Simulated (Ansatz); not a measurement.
## SiC: energy along a strain

SiC, F-43m, a = 4.356 Å. The compound has several low-lying forms, and this is one of them. Ansatz: r2SCAN, PAW, 500 eV, Γ-centred 10×10×10 mesh on 2 atoms, Gaussian smearing 0.05 eV; no spin polarisation. Cell vectors (Å): 0.000 2.178 2.178; 2.178 0.000 2.178; 2.178 2.178 0.000. The cell is strained by x per cent times the pattern (0 0 0 0 1 0) in the order xx yy zz yz xz xy (engineering shears), with fractional coordinates held. y is the free energy over the start, V0 = 10.334 Å³/atom. Symmetry makes y even in x.

```tsv
x (%)	y (meV/atom)
-6.00	?
-3.00	8.25
0.00	0.00
0.75	0.52
1.50	2.06
2.25	4.64
3.75	12.90
4.50	18.59
5.25	25.32
```

Q: Fit y = c2 x² + c4 x⁴ to the other rows, get the stiffness along the pattern, and predict the missing energy.

A: Least squares on the rows shown. y = 0.91596 x² + 9.8163×10⁻⁵ x⁴. The clamped-ion stiffness p·C·p = 2 × 9.160 eV × 160.2 / 10.334 Å³ = 284 GPa, which is C55 in these axes (C44 of the cubic crystal). At x = -6.00 the fit asked for gives 33.10 meV/atom. The run gave 33.09 meV/atom, so the fit is 0.01 meV/atom too high, a small miss on the scale of the series.

Cost: 9 runs of about 1.3 core-minutes in all, on Intel Xeon Platinum 8259CL (Skylake/Cascade Lake) (shared hosts).